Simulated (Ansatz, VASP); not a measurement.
Two plane-wave programs on SnO

```
Sn O
1.0
     3.88849    0.00000    0.00000
     0.00000    3.88849    0.00000
     0.00000    0.00000    4.98276
Sn O
2 2
Direct
  0.50000 0.00000 0.76463
  0.00000 0.50000 0.23537
  0.00000 0.00000 0.00000
  0.50000 0.50000 0.00000
```

Change from the starting cell: volume scaled by 1.06.

Alike in both runs: task single point; functional PBE; k mesh 7 × 7 × 6; occupations fermi-dirac, width 0.05 eV; no spin polarisation.

|  | VASP | Ansatz |
| --- | --- | --- |
| version | VASP 6.6.1 | Ansatz 0.2.0 |
| potentials or method | VASP PAW PBE potentials, release 64 (Sn_d, O) | Ansatz PAW |
| plane-wave cutoff (eV) | 520 | 420 |
| valence electrons in the cell | 40 | 40 |

```csv
,VASP,Ansatz,Ansatz less VASP
gap on the k mesh at the Fermi level (eV),0.58,0.57,-0.009
least direct gap on the mesh (eV),1.97,2.00,+0.028
pressure (GPa),-1.4,-1.5,-0.17
largest component of the traceless stress (GPa),0.21,0.19,-0.024
rms of the force components (eV/Å),0.128,0.157,+0.0293
```

Atom by atom the forces differ by 0.029 eV/Å (rms over components).

Caveats: spin-orbit coupling is left out, which moves the levels of the heavy elements; an odd mesh through Γ misses points on the zone boundary, where band edges often lie (VASP); odd divisions of the mesh miss points on the zone boundary, where band edges often lie, so the gap on the mesh can be too wide (Ansatz); the pressure holds a Pulay correction of +0.4 GPa for the finite cutoff (Ansatz).
